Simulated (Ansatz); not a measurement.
# TiSi2 (Fddd) in Ansatz: settings compared

Aim: see how the results for TiSi2 move with the level of theory and the settings. Levels: r2SCAN, PBE. Tasks: relaxation of cell and atoms.

All numbers are computed with Ansatz 0.2.0; they aren't measurements. Logs are shortened: lines on timing, memory, paths and dates and some standing lists are left out, and cuts for length are marked.

### 1 The crystal as given

The structure is orthorhombic, space group Fddd (No. 70). The conventional cell has a = 4.779 Å, b = 8.235 Å, c = 8.526 Å, α = 90.00°, β = 90.00°, γ = 90.00°. Around Ti (site symmetry 222) lie 10 Si at 2.55 to 2.78 Å. Around Si (site symmetry 2) lie 5 Si at 2.52 to 2.79 Å and 5 Ti at 2.55 to 2.78 Å.

The cell is a database's computed one.

### 2 Relaxation of cell and atoms, r2SCAN

File input.yaml:

```yaml
crystal:
  lattice:
    - [0.0, 4.1175163063, 4.2628978354]
    - [2.3895119538, 0.0, 4.2628978354]
    - [2.3895119538, 4.1175163063, 0.0]
  atoms:
    - { symbol: Ti, position: [0.75, 0.75, 0.75] }
    - { symbol: Ti, position: [0.5, 0.5, 0.5] }
    - { symbol: Si, position: [0.41256561, 0.08743439, 0.41256561] }
    - { symbol: Si, position: [0.08743439, 0.41256561, 0.08743439] }
    - { symbol: Si, position: [0.16256561, 0.83743439, 0.16256561] }
    - { symbol: Si, position: [0.83743439, 0.16256561, 0.83743439] }
hamiltonian:
  xc: r2scan
  pseudopotentials: { kind: paw }
kpoints:
  mp_grid: { grid: [7, 7, 7] }
scf:
  occupations: { method: fermi_dirac, width: 0.05 }
output:
  forces: true
  stress: true
  eigenvalues: true
relax:
  f_tol: 0.01
  max_steps: 40
  cell: { stress_tol: 0.05 }
```

Potentials or basis: Ansatz PAW.

Run with:

```console
$ ansatz run input.yaml --threads 2 --pin off --max-ram 5632MiB --backend cpu --events-out ev --progress --plain --runs-dir out
```

The program printed:

```text
Warning: RAYON_NUM_THREADS=2 ignored (pool sized by the plan → 2); use --threads N
Engine: ansatz 0.2.0, x86_64-unknown-linux-gnu
Pseudopotentials: kind: paw
Pseudopotential: Ti, paw, valence charge 12, recommended cutoff 500 eV (meta_gga), Ti.paw.azcp
Pseudopotential: Si, paw, valence charge 4, recommended cutoff 500 eV (meta_gga), Si.paw.azcp
Functional definition: r2SCAN
  parameter k0 = 0.174
  parameter k1 = 0.065
  parameter a1 = 4.9479
  exchange = r2scan_x(k0 = k0, k1 = k1, a1 = a1)
  correlation = r2scan_c
Crystal: 6 atoms, lattice volume = 83.884 Å³
Basis set: ecut = 500 eV, 2129 PW (Γ), exchange–correlation on 180×144×144 points (64 copies of the dense FFT grid, shifted against one another)
Bands: 26, of which v1, the nominal top of the filled ones, is band 20 counted from 1 (19 counted from 0)
Symmetry: 8 space group operations
Space group: Fddd (ITA 70), of the structure as read, at distance tolerance 4.4e-5 Å
k-points: 64 of 343
Non-local potential: Ti, projectors of the file, l = 0: 3, l = 1: 2, l = 2: 3, l = 3: 1
Non-local potential: Si, projectors of the file, l = 0: 2, l = 1: 2, l = 2: 2
PAW form: soft (Blöchl's): semilocal exchange-correlation on the pseudo side does not see the compensation charge
PAW frozen core: Ti, regenerated for the run's functional (the file was generated under x = pbe(κ = 0.804, μ = 0.2195149727645171), c = pbe(β = 0.06672455060314922))
PAW frozen core: Si, regenerated for the run's functional (the file was generated under x = pbe(κ = 0.804, μ = 0.2195149727645171), c = pbe(β = 0.06672455060314922))
PAW one-centre angular grid: Ti, 590 points (default); XC on 160 Gauss nodes
PAW one-centre angular grid: Si, 302 points (default); XC on 160 Gauss nodes
Initial density: superposition of atomic densities (neutral atoms: chi_scale 0, normalization atom), corrected by the library's trained network
Initial wavefunctions: pseudopotential atomic-orbital guess
Functional: x = r2scan, c = r2scan; τ floored in thin density (d = 2e-4 eV/Å³)
SCF iter   1: F=—  HF=-7568.058879 eV  |F-HF|=—  |Δ(HF+E_count)|=         —  Δρ=9.21e-3  dr2=5.96e-2  dr2_τ=5.05e-2  ethr=1.77e-3  ⟨swp⟩=6.4  Hψ=8558  notcnv=0  defer=3
preconditioner: auto → Kerker (q_TF=auto, 2.412 Å⁻¹)  [metal: Δε(μ)=0.057 eV  Ē_g=6.900 eV  σ=0.050 eV  W_gap=0.26  n_scr=16 (ndim 8)  ℏωp=19.9 eV  f_vac=0.000  D(μ)=2.22/eV (n_scr^D=16)]
SCF iter   2: F=—  HF=-7568.174855 eV  |F-HF|=—  |Δ(HF+E_count)|=   1.16e-1  Δρ=3.94e-3  dr2=1.27e-2  dr2_τ=8.97e-4  ethr=1.49e-4  ⟨swp⟩=2.4  Hψ=3769  notcnv=0  defer=35
SCF iter   3: F=—  HF=-7568.175311 eV  |F-HF|=—  |Δ(HF+E_count)|=   4.56e-4  Δρ=2.37e-3  dr2=4.47e-3  dr2_τ=6.59e-5  ethr=3.17e-5  ⟨swp⟩=1.0  Hψ=1629  notcnv=0  defer=35
SCF iter   4: F=—  HF=-7568.175177 eV  |F-HF|=—  |Δ(HF+E_count)|=   1.33e-4  Δρ=2.10e-4  dr2=3.18e-5  dr2_τ=8.44e-7  ethr=1.12e-5  ⟨swp⟩=2.0  Hψ=2399  notcnv=0  defer=35
SCF iter   5: F=—  HF=-7568.175191 eV  |F-HF|=—  |Δ(HF+E_count)|=   1.43e-5  Δρ=3.54e-5  dr2=6.87e-7  dr2_τ=4.71e-8  ethr=7.95e-8  ⟨swp⟩=2.1  Hψ=2584  notcnv=0  defer=35
SCF iter   6: F=-7568.175192 eV  HF=-7568.175192 eV  |F-HF|=2.70e-9  |Δ(HF+E_count)|=   3.57e-7  Δρ=7.56e-6  dr2=4.62e-8  dr2_τ=7.45e-10  ethr=2.50e-10  ⟨swp⟩=7.7  Hψ=7398  notcnv=0
SCF 1 converged in 6 iterations: F = -7568.175192 eV  dr2 = 4.62e-8
relax step   1: F+E_penalty+E_count = -7568.17519177 eV  Δ(F+E_penalty+E_count) = +0.000e0 eV  max|allowed force component| = 1.570e-2 eV/Å  Δτ_max = 0.0000 Å  P = -0.220 GPa  Ω = 83.884 Å³  (6 SCF iters, dr2 threshold 1.00e-7 eV, accepted)
Crystal: 6 atoms, lattice volume = 83.625 Å³
Basis set: ecut = 500 eV, 2121 PW (Γ), exchange–correlation on 180×144×144 points (64 copies of the dense FFT grid, shifted against one another)
Initial density: handed on by an earlier stage of this run
Initial wavefunctions: those handed on with the density
iter 1 solved again at ethr=1.16e-6 eV; its pass at ethr=3.10e-3 eV (dr2=4.65e-4 eV) is discarded
SCF iter   1: F=—  HF=-7568.175306 eV  |F-HF|=—  |Δ(HF+E_count)|=         —  Δρ=7.54e-4  dr2=4.84e-4  dr2_τ=6.64e-4  ethr=1.16e-6  ⟨swp⟩=2.0  Hψ=8646  notcnv=0
preconditioner: auto → Kerker (q_TF=auto, 2.413 Å⁻¹)  [metal: Δε(μ)=0.006 eV  Ē_g=6.839 eV  σ=0.050 eV  W_gap=0.03  n_scr=16 (ndim 8)  ℏωp=19.9 eV  f_vac=0.000  D(μ)=2.24/eV (n_scr^D=16)]
SCF iter   2: F=—  HF=-7568.175901 eV  |F-HF|=—  |Δ(HF+E_count)|=   5.94e-4  Δρ=3.53e-4  dr2=1.11e-4  dr2_τ=2.42e-6  ethr=1.16e-6  ⟨swp⟩=2.0  Hψ=2764  notcnv=0
SCF iter   3: F=—  HF=-7568.175883 eV  |F-HF|=—  |Δ(HF+E_count)|=   1.82e-5  Δρ=1.46e-4  dr2=2.36e-5  dr2_τ=1.24e-6  ethr=2.78e-7  ⟨swp⟩=2.6  Hψ=2538  notcnv=0
SCF iter   4: F=—  HF=-7568.175880 eV  |F-HF|=—  |Δ(HF+E_count)|=   2.67e-6  Δρ=4.97e-5  dr2=2.16e-6  dr2_τ=9.95e-8  ethr=5.91e-8  ⟨swp⟩=2.1  Hψ=2065  notcnv=0
[... 28 lines left out ...]
SCF iter   4: F=-7568.176292 eV  HF=-7568.176292 eV  |F-HF|=6.92e-9  |Δ(HF+E_count)|=   7.95e-9  Δρ=4.23e-6  dr2=1.85e-8  dr2_τ=8.92e-10  ethr=8.76e-11  ⟨swp⟩=4.7  Hψ=5806  notcnv=0
SCF 5 converged in 4 iterations: F = -7568.176292 eV  dr2 = 1.85e-8
relax step   5: F+E_penalty+E_count = -7568.17629171 eV  Δ(F+E_penalty+E_count) = -2.118e-5 eV  max|allowed force component| = 6.716e-4 eV/Å  Δτ_max = 0.0005 Å  P = -0.017 GPa  Ω = 83.714 Å³  energy of the carried Pulay correction = +3.850e-5 eV  (4 SCF iters, dr2 threshold 3.50e-8 eV, accepted)
Initial wavefunctions: pseudopotential atomic-orbital guess (no wavefunctions were taken with the density)
iter 1 solved again at ethr=5.51e-8 eV; its pass at ethr=3.10e-3 eV (dr2=2.21e-5 eV) is discarded
SCF iter   1: F=—  HF=-7568.176246 eV  |F-HF|=—  |Δ(HF+E_count)|=         —  Δρ=1.23e-5  dr2=2.28e-8  dr2_τ=3.83e-8  ethr=5.51e-8  ⟨swp⟩=3.0  Hψ=12472  notcnv=0
preconditioner: auto → Kerker (q_TF=auto, 2.412 Å⁻¹)  [metal: Δε(μ)=0.005 eV  Ē_g=6.835 eV  σ=0.050 eV  W_gap=0.03  n_scr=16 (ndim 8)  ℏωp=19.9 eV  f_vac=0.000  D(μ)=2.28/eV (n_scr^D=16)]
SCF iter   2: F=—  HF=-7568.176245 eV  |F-HF|=—  |Δ(HF+E_count)|=   9.06e-7  Δρ=6.34e-6  dr2=5.02e-9  dr2_τ=4.46e-9  ethr=5.71e-11  ⟨swp⟩=2.2  Hψ=2846  notcnv=0
SCF iter   3: F=—  HF=-7568.176245 eV  |F-HF|=—  |Δ(HF+E_count)|=   1.04e-7  Δρ=2.69e-6  dr2=1.53e-9  dr2_τ=6.86e-10  ethr=1.25e-11  ⟨swp⟩=2.2  Hψ=2435  notcnv=0
SCF iter   4: F=-7568.176245 eV  HF=-7568.176245 eV  |F-HF|=5.35e-10  |Δ(HF+E_count)|=   1.78e-8  Δρ=4.13e-7  dr2=2.93e-11  dr2_τ=1.59e-11  ethr=1.00e-12  ⟨swp⟩=3.6  Hψ=7370  notcnv=0
SCF 6 converged in 4 iterations: F = -7568.176245 eV  dr2 = 2.93e-11
relax step   6: F+E_penalty+E_count = -7568.17624482 eV  Δ(F+E_penalty+E_count) = +4.688e-5 eV  max|allowed force component| = 6.871e-4 eV/Å  Δτ_max = 0.0000 Å  P = -0.017 GPa  Ω = 83.714 Å³  stress off target by 2.05e-2 GPa  SCF on the basis re-selected at this cell (its energy is not comparable with the rows above)  (4 SCF iters)
basis re-selected at this cell: Δ(F+E_penalty+E_count) = +4.688e-5 eV, ΔP = -0.000 GPa vs the last step (what re-selecting the basis moved, of the pressure what is left beyond the Pulay correction that the steps carried, after the strain that the cell walked since its last selection, with what the two solves' SCF thresholds leave and, on support functions, any second-order correction that the steps lacked; it is no measure of the basis error at this ecutwfc). This SCF's stress stands 2.05e-2 GPa from its target on what of the cell is left free (relax.cell.stress_tol is 5.00e-2 GPa) and its largest allowed force component is 6.87e-4 eV/Å (relax.f_tol is 1.00e-2 eV/Å): within both
SCF converged after 4 iterations
Free energy (F): -7568.176245 eV
Harris-Foulkes:  -7568.176245 eV  (|F-HF|=5.35e-10)
Internal energy: -7568.157506 eV  (E = F + TS)
E sigma→0 (E₀):  -7568.166875 eV
Entropy (-TS):   -0.018739 eV (-3.123 meV/atom)
Fermi energy:    12.704988 eV
--- Per-component energies (eV) ---
  E_band       = -243.913057
  E_kinetic    = 720.617352
  E_local      = -2012.341582  (includes V_loc(G=0)·N_el)
  E_nonlocal   = 111.428485
  E_hartree    = 878.538105
  E_xc         = -399.439084
  E_vxc        = -476.796490  (∫ρ·V_xc dr)
  E_paw        = -4191.508125  (= ΣΔE_a)
  E_vpaw       = -370.885325  (= ΣTr[D̂ρ^β])
  E_aug_tail   = 0.000198  (compensation charges beyond the density's cutoff)
  E_vtau       = 26.988143  (kinetic-family band-sum trace: ∫τ·v_τ [+ j·A + Jᵃ·Aᵃ] dr)
  E_ewald      = -2674.640208
  E_core_change = -0.812646  (= ΣΔE_core)
  E_smearing   = -0.018739  (= −TS)
  E_closure    = -0.000000  (closes the sum)
  Σ components = -7568.176245   (vs F -7568.176245, Δ=0.00e0)
--- Forces (eV/Å), atoms counted from 1 ---
  atom   1  Ti    -0.00000000     0.00000000    -0.00000000
  atom   2  Ti     0.00000000    -0.00000000     0.00000000
  atom   3  Si    -0.00000000    -0.00068711     0.00000000
  atom   4  Si     0.00000000     0.00068711     0.00000000
  atom   5  Si    -0.00000000    -0.00068711    -0.00000000
  atom   6  Si     0.00000000     0.00068711    -0.00000000
  max |Σ_I F_I| component: 0.00e0 eV/Å
--- Stress (GPa, compression-positive) ---
       -0.020264       0.000000      -0.000000
        0.000000      -0.010670       0.000000
       -0.000000       0.000000      -0.020493
  P = ⅓ Tr σ = -0.0171 GPa (-0.171 kbar)
--- Band table (eV; the first three rows and the last of 64) ---
  k-point 0: bands = ["-45.9461", "-45.9157", "-21.2778", "-21.2668", "-21.1819", "-21.1665", "-21.1480", "-21.1430", "-0.6928", "5.6429", "6.7449", "6.8852", "7.2724", "8.6374", "8.8102", "9.9004", "10.2423", "10.3862", "10.6839", "11.1681", "11.7191", "14.9629", "16.0577", "16.3445", "16.3681", "16.3831"]
  k-point 1: bands = ["-45.9450", "-45.9168", "-21.2775", "-21.2654", "-21.1878", "-21.1666", "-21.1475", "-21.1424", "-0.4655", "5.3220", "5.7607", "6.8525", "7.6795", "8.5841", "9.1398", "9.6862", "10.3480", "10.4437", "11.2704", "11.4010", "11.6973", "14.7390", "15.8715", "15.9369", "16.1137", "16.2667"]
  k-point 2: bands = ["-45.9419", "-45.9196", "-21.2805", "-21.2579", "-21.2035", "-21.1648", "-21.1480", "-21.1399", "0.1876", "4.3055", "4.8835", "6.7208", "7.4409", "8.2601", "9.3714", "9.9285", "10.8049", "11.2556", "11.5220", "11.9025", "12.5324", "14.1781", "15.3918", "15.4944", "15.7299", "15.7516"]
  k-point 63: bands = ["-45.9315", "-45.9300", "-21.2520", "-21.2425", "-21.2152", "-21.2030", "-21.1442", "-21.1403", "1.4793", "1.5156", "5.7497", "6.8487", "7.7832", "9.2255", "9.4205", "9.9230", "10.8666", "11.0793", "11.5616", "11.6230", "13.6579", "13.7396", "14.9525", "15.5228", "15.9448", "16.0816"]
--- Relaxed structure (5 steps of the walk, 5 accepted, 1 SCFs on fresh bases) ---
  F+E_penalty+E_count = -7568.17624482 eV   max|allowed force component| = 6.871e-4 eV/Å   (the final SCF, on the basis selected at the relaxed cell)
  cell:  # Å, volume = 83.7143 Å³
    - [-2.732124001277317e-19, 4.104445656914447, 4.267888833445596]
    - [2.3894731416622528, 4.420604097141397e-34, 4.267888833445596]
    - [2.3894731416622528, 4.104445656914447, -1.5314565847914078e-19]
  atoms:
    - { symbol: Ti, position: [0.7499999999999997, 0.7499999999999999, 0.7500000000000002] }
    - { symbol: Ti, position: [0.5, 0.4999999999999999, 0.5] }
    - { symbol: Si, position: [0.4122585095311335, 0.08774149046886645, 0.4122585095311335] }
    - { symbol: Si, position: [0.08774149046886645, 0.4122585095311335, 0.0877414904688665] }
    - { symbol: Si, position: [0.16225850953113347, 0.8377414904688665, 0.16225850953113347] }
    - { symbol: Si, position: [0.8377414904688665, 0.1622585095311334, 0.8377414904688665] }
```

Wall time 46 s (2 threads of AMD EPYC 7R43 (Zen 3), shared host); peak memory 0.79 GiB.

What came out:

* Free energy: -7568.1762 eV
* Relaxed volume: 13.95 Å³/atom
* Relaxed cell: a = 5.921 Å, b = 4.891 Å, c = 4.749 Å, α = 75.77°, β = 53.20°, γ = 51.03°
* Space group after relaxing (to 0.05 Å): Fddd (No. 70)
* Energy gained by relaxing: 0.2 meV/atom
* Ionic steps: 6
* Pressure after relaxing: 0.0 GPa
* Band gap on the k mesh: none (metal or under the smearing width)

Step by step:
```
step  energy change (eV)  largest force (eV/Å)  volume (Å³)
   1              0.0000                0.0157        83.88
   2             -0.0007                0.0135        83.63
   3             -0.0011                0.0116        83.70
   4             -0.0011                0.0032        83.73
   5             -0.0011                0.0007        83.71
   6             -0.0011                0.0007        83.71
```

Final structure:
```
Ti Si
1.0
     0.00000    4.10445    4.26789
     2.38947    0.00000    4.26789
     2.38947    4.10445    0.00000
Ti Si
2 4
Direct
  0.75000 0.75000 0.75000
  0.50000 0.50000 0.50000
  0.41226 0.08774 0.41226
  0.08774 0.41226 0.08774
  0.16226 0.83774 0.16226
  0.83774 0.16226 0.83774
```

Levels at points of the mesh, in eV from the Fermi level:
```tsv
k point	band 17	band 18	band 19	band 20	band 21	band 22	band 23	band 24
(0.00, 0.00, 0.00)	-2.46	-2.32	-2.02	-1.54	-0.99	2.26	3.35	3.64
```

Caveat: the plane-wave basis is chosen anew once the cell has moved, so the energies of steps on either side of that aren't comparable; the PAW data sets come from PBE, with cores solved anew for the run's functional, which leaves a small shift of forces and pressure.

### 3 Relaxation of cell and atoms, PBE

input.yaml: that of step 2 with these lines changed.

```diff
@@ -13,3 +13,3 @@
 hamiltonian:
-  xc: r2scan
+  xc: pbe
   pseudopotentials: { kind: paw }
```

Potentials or basis: Ansatz PAW.

Run with:

```console
$ ansatz run input.yaml --threads 2 --pin off --max-ram 5632MiB --backend cpu --events-out ev --progress --plain --runs-dir out
```

The program printed:

```text
Warning: RAYON_NUM_THREADS=2 ignored (pool sized by the plan → 2); use --threads N
[... 2 set-up lines as earlier in the session ...]
Pseudopotential: Ti, paw, valence charge 12, recommended cutoff 420 eV (normal), Ti.paw.azcp
Pseudopotential: Si, paw, valence charge 4, recommended cutoff 420 eV (normal), Si.paw.azcp
Functional definition: PBE
  parameter kappa = 0.804
  parameter beta = 0.06672455060314922
  exchange = pbe_x(kappa = kappa, mu = beta*pi^2/3)
  correlation = pbe_c(beta = beta)
[... 121 lines left out ...]
  k-point 1: bands = ["-43.8255", "-43.8006", "-20.2056", "-20.1997", "-20.1239", "-20.1035", "-20.0937", "-20.0829", "0.1435", "5.4888", "5.9087", "6.9618", "7.8163", "8.6264", "9.1484", "9.7113", "10.2935", "10.4097", "11.1888", "11.2807", "11.5310", "14.2829", "15.3485", "15.4149", "15.5971", "15.7391"]
  k-point 2: bands = ["-43.8229", "-43.8031", "-20.2100", "-20.1906", "-20.1389", "-20.1022", "-20.0915", "-20.0822", "0.7510", "4.5855", "5.0830", "6.8014", "7.6305", "8.3547", "9.4086", "9.9028", "10.7069", "11.1396", "11.3761", "11.7104", "12.3006", "13.7697", "14.9232", "15.0182", "15.2166", "15.2549"]
  k-point 63: bands = ["-43.8136", "-43.8123", "-20.1845", "-20.1779", "-20.1476", "-20.1384", "-20.0864", "-20.0828", "1.9562", "1.9900", "5.9359", "6.9289", "7.8811", "9.2052", "9.4151", "9.8984", "10.7884", "11.0046", "11.4426", "11.4799", "13.3280", "13.3976", "14.4839", "15.0274", "15.4094", "15.5769"]
--- Relaxed structure (4 steps of the walk, 4 accepted, 1 SCFs on fresh bases) ---
  F+E_penalty+E_count = -7545.92206952 eV   max|allowed force component| = 1.209e-3 eV/Å   (the final SCF, on the basis selected at the relaxed cell)
  cell:  # Å, volume = 84.9988 Å³
    - [-2.7790438346010683e-18, 4.123664532654402, 4.289015218034396]
    - [2.402934247901076, 1.694251861421902e-33, 4.289015218034396]
    - [2.402934247901076, 4.123664532654402, -1.5577568872912928e-18]
  atoms:
    - { symbol: Ti, position: [0.7500000000000001, 0.7499999999999999, 0.75] }
    - { symbol: Ti, position: [0.5000000000000001, 0.4999999999999999, 0.5] }
    - { symbol: Si, position: [0.4127754596188088, 0.0872245403811912, 0.4127754596188089] }
    - { symbol: Si, position: [0.0872245403811912, 0.4127754596188088, 0.08722454038119132] }
    - { symbol: Si, position: [0.1627754596188088, 0.8372245403811912, 0.1627754596188088] }
    - { symbol: Si, position: [0.8372245403811913, 0.16277545961880868, 0.8372245403811913] }
```

It took 18 s on 2 threads of AMD EPYC 7R43 (Zen 3), shared host; peak memory 0.48 GiB.

Results:

| Item | Value |
| --- | --- |
| Free energy | -7545.9221 eV |
| Relaxed volume | 14.17 Å³/atom |
| Relaxed cell | a = 5.950 Å, b = 4.916 Å, c = 4.773 Å, α = 75.75°, β = 53.21°, γ = 51.03° |
| Space group after relaxing (to 0.05 Å) | Fddd (No. 70) |
| Energy gained by relaxing | 1.4 meV/atom |
| Ionic steps | 5 |
| Pressure after relaxing | 0.0 GPa |
| Band gap on the k mesh | none (metal or under the smearing width) |

Step by step:
| step | energy change (eV) | largest force (eV/Å) | volume (Å³) |
| --- | --- | --- | --- |
| 1 | 0.0000 | 0.0204 | 83.88 |
| 2 | -0.0082 | 0.0090 | 84.99 |
| 3 | -0.0084 | 0.0003 | 85.03 |
| 4 | -0.0085 | 0.0012 | 85.00 |
| 5 | -0.0087 | 0.0012 | 85.00 |

Final structure:
```
Ti Si
1.0
     0.00000    4.12366    4.28902
     2.40293    0.00000    4.28902
     2.40293    4.12366    0.00000
Ti Si
2 4
Direct
  0.75000 0.75000 0.75000
  0.50000 0.50000 0.50000
  0.41278 0.08722 0.41278
  0.08722 0.41278 0.08722
  0.16278 0.83722 0.16278
  0.83722 0.16278 0.83722
```

Caveat: the plane-wave basis is chosen anew once the cell has moved, so the energies of steps on either side of that aren't comparable.
